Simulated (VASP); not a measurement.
# PbS, electron localisation function: which settings are enough?

PbS, Fm-3m (no. 225), 2 atoms in the cell. R2SCAN, electron localisation function; PAW potentials Pb_d, S (PBE set). VASP 6.6.1.

Wanted: ELF midway between neighbours within 0.01; largest ELF farther than 0.7 Å from a nucleus within 0.02.

ELF midway between neighbours: taken midway between the nearest atoms of each pair of elements, bonded or not: Pb-S (2.97 Å), Pb-Pb (4.19 Å), S-S (4.19 Å). Largest ELF farther than 0.7 Å from a nucleus: the largest value farther than 0.7 Å from every nucleus, which can lie in a semicore shell.

POSCAR:
```
PbS
1.0
    0.0000000000      2.9657500000      2.9657500000
    2.9657500000      0.0000000000      2.9657500000
    2.9657500000      2.9657500000      0.0000000000
Pb S
1 1
Direct
    0.0000000000      0.0000000000      0.0000000000
    0.5000000000      0.5000000000      0.5000000000
```

The series start from Cutoff ENCUT (eV): 500; k mesh: 6 × 6 × 6; PREC: Accurate; SCF threshold EDIFF (eV): 1e-6; LREAL: no. Each series keeps the choices made before it, and each single choice may use up half of a tolerance.

## Cutoff ENCUT (eV)

| Cutoff ENCUT (eV) | ELF midway between neighbours, largest deviation | Largest ELF farther than 0.7 Å from a nucleus | SCF iterations | Time (s) |
|---|---|---|---|---|
| 250 | 0.004 | 0.861 | 21 | 12 |
| 300 | 0.001 | 0.861 | 21 | 12 |
| 350 | 0.003 | 0.863 | 20 | 17 |
| 400 | 0.000 | 0.863 | 20 | 17 |
| 500 | 0.001 | 0.863 | 17 | 21 |
| 600 | 0.001 | 0.864 | 19 | 30 |
| 750 (reference) | 0.000 | 0.864 | 19 | 41 |

Chosen: 250, the loosest value from which every tighter one stays within half of the tolerance.

## k mesh

| k mesh | ELF midway between neighbours, largest deviation | Largest ELF farther than 0.7 Å from a nucleus | SCF iterations | Time (s) |
|---|---|---|---|---|
| 3 × 3 × 3 | 0.010 | 0.862 | 19 | 6.4 |
| 4 × 4 × 4 | 0.003 | 0.861 | 17 | 7.4 |
| 5 × 5 × 5 | 0.001 | 0.861 | 21 | 9.9 |
| 6 × 6 × 6 | 0.000 | 0.861 | 21 | 12 |
| 7 × 7 × 7 | 0.000 | 0.861 | 21 | 14 |
| 9 × 9 × 9 | 0.000 | 0.861 | 21 | 21 |
| 11 × 11 × 11 (reference) | 0.000 | 0.861 | 21 | 31 |

Chosen: 4 × 4 × 4.

## PREC

| PREC | ELF midway between neighbours, largest deviation | Largest ELF farther than 0.7 Å from a nucleus | SCF iterations | Time (s) |
|---|---|---|---|---|
| Normal | 0.014 | 0.982 | 22 | 6.0 |
| Accurate (reference) | 0.000 | 0.861 | 17 | 7.4 |

Chosen: Accurate; the one before it in the list is off by more than half of the tolerance.

## SCF threshold EDIFF (eV)

| SCF threshold EDIFF (eV) | ELF midway between neighbours, largest deviation | Largest ELF farther than 0.7 Å from a nucleus | SCF iterations | Time (s) |
|---|---|---|---|---|
| 0.001 | 0.001 | 0.861 | 14 | 5.8 |
| 0.0001 | 0.001 | 0.861 | 14 | 5.9 |
| 1e-5 | 0.000 | 0.861 | 17 | 7.1 |
| 1e-6 | 0.000 | 0.861 | 17 | 7.4 |
| 1e-7 (reference) | 0.000 | 0.861 | 28 | 11 |

Chosen: 0.001.

## LREAL

| LREAL | ELF midway between neighbours, largest deviation | Largest ELF farther than 0.7 Å from a nucleus | SCF iterations | Time (s) |
|---|---|---|---|---|
| no | 0.000 | 0.861 | 14 | 5.8 |
| Auto | 0.000 | 0.861 | 14 | 6.2 |

Chosen: no; no other choice that stays within half of the tolerance saves 30 % of the time.

## All choices together

| Input | ELF midway between neighbours, largest deviation | Largest ELF farther than 0.7 Å from a nucleus | Time (s) |
|---|---|---|---|
| program defaults, k points 0.5 per Å apart (naive) | 0.032 | 0.864 | 2.5 |
| chosen settings | 0.007 | 0.861 | 5.8 |
| reference settings throughout | 0.000 | 0.864 | 122 |

The tolerance is met.

Values of the reference run: ELF midway between neighbours: 0.2514, 0.0409, 0.0409.

## The input

INCAR:
```
SYSTEM = PbS
PREC = Accurate ; ENCUT = 250
EDIFF = 0.001 ; ISMEAR = 0
SIGMA = 0.02 ; LASPH = .TRUE.
LREAL = .FALSE. ; ALGO = Normal
NELM = 120 ; LWAVE = .FALSE.
LCHARG = .FALSE. ; NBANDS = 17
METAGGA = R2SCAN ; LMIXTAU = .TRUE.
LELF = .TRUE. ; NPAR = 1
```

KPOINTS:
```
Automatic mesh
0
Gamma
  4 4 4
  0 0 0
```

Commands:
```
cat potpaw_PBE.64/Pb_d/POTCAR potpaw_PBE.64/S/POTCAR > POTCAR
mpirun -np 2 vasp_std > vasp.out
```

The chosen input took VASP 6.6.1 5.8 s on 2 cores (AMD EPYC 9R45 (Zen 5)), a shared host.
